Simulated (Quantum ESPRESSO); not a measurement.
Cu under changes of volume

One of the cells (11.436 Å³/atom); the others are scaled copies at fixed shape and fractional positions:

```xyz
2
Lattice="2.5341 0.0000 0.0000 -1.2670 2.1946 0.0000 0.0000 0.0000 4.1126" Properties=species:S:1:pos:R:3 pbc="T T T"
Cu    1.2670    0.7315    3.0844
Cu    0.0000    1.4631    1.0281
```

This isn't the form of Cu at room conditions, which is fcc.

```yaml
Program: Quantum ESPRESSO 7.5
Functional: PBE
Potentials_or_basis: SSSP 1.3 efficiency PBE
Cutoff: 748 eV
Density_cutoff: 5987 eV
k_mesh: 12 × 12 × 7
Occupations: fermi-dirac, width 0.05 eV
Spin: no spin polarisation
```

```csv
volume (Å³/atom),energy over the lowest point (meV/atom),pressure (GPa)
10.749,?,?
10.978,44.10,14.8
11.207,25.19,10.6
11.436,11.93,6.9
11.664,3.72,3.6
11.893,0.00,0.6
12.122,0.28,-2.0
```

Problem. What does the run at 10.749 Å³/atom give?

Solution. Energy over the lowest point 69.31 meV/atom; pressure 19.5 GPa.

Worked out: A Birch-Murnaghan fit of order 3 (a polynomial in V^(-2/3)) to the other rows has its minimum at 11.99 Å³/atom with B0 = V·E''(V) = 141 GPa and B' = 4.9 at fixed shape and positions, which overstates the stiffness. It gives 69.34 meV/atom at 10.749 Å³/atom, against the run's 69.31, and -dE/dV = 20.0 GPa, against 19.5.

Energies are extrapolated to zero smearing.
